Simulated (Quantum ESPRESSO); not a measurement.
Crystal: Te.

```
CELL_PARAMETERS angstrom
4.45400 0.00000 0.00000
-2.22700 3.85728 0.00000
0.00000 0.00000 5.92400
ATOMIC_POSITIONS crystal
Te 0.73100 0.73100 0.00000
Te 0.00000 0.26900 0.66667
Te 0.26900 0.00000 0.33333
```

Base run:

* Program: Quantum ESPRESSO 7.5
* Functional: BLYP
* Potentials or basis: GBRV 1.5 PBE
* Cutoff: 612 eV
* Density cutoff: 4898 eV
* k mesh: 6 × 6 × 4, shifted
* Occupations: fermi-dirac, width 0.05 eV
* Spin: no spin polarisation

Its results: pressure 5.3 GPa; largest force 0.355 eV/Å; electronic dielectric tensor (diagonal) 33.67, 33.67, 50.90.

Question: The run is repeated on the same cell with these changes: functional from BLYP to LDA; potentials or basis from GBRV 1.5 PBE to GBRV 1.5 LDA. What comes out?

Answer: Pressure -1.9 GPa; largest force 0.186 eV/Å; electronic dielectric tensor (diagonal) 35.98, 35.98, 54.47.

Caveats: the potentials were made for another functional, which shifts forces and pressure (some runs); the cell is more than 3 GPa from zero pressure, which shifts response properties (some runs).
